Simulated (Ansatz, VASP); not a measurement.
SnTe: VASP beside Ansatz

```
CELL_PARAMETERS angstrom
0.00000 3.09365 3.20045
3.09365 0.00000 3.20045
3.09365 3.09365 0.00000
ATOMIC_POSITIONS crystal
Sn 0.00000 0.00000 0.00000
Te 0.50000 0.50000 0.50000
```

Change from the starting cell: epitaxial_xy strain -3.0%.

Alike in both runs: task single point; functional PBE; k mesh 8 × 8 × 8; occupations fermi-dirac, width 0.02 eV; no spin polarisation.

|  | VASP | Ansatz |
| --- | --- | --- |
| version | VASP 6.6.1 | Ansatz 0.2.0 |
| potentials or method | VASP PAW PBE potentials, release 64 (Sn_d, Te) | plane waves, PAW |
| plane-wave cutoff (eV) | 520 | 420 |
| valence electrons in the cell | 20 | 30 |

|  | VASP | Ansatz | Ansatz less VASP |
| --- | --- | --- | --- |
| pressure (GPa) | 3.5 | 3.6 | +0.02 |
| largest component of the traceless stress (GPa) | 3.04 | 3.03 | -0.005 |

The two sets of potentials don't hold the same shells in valence.
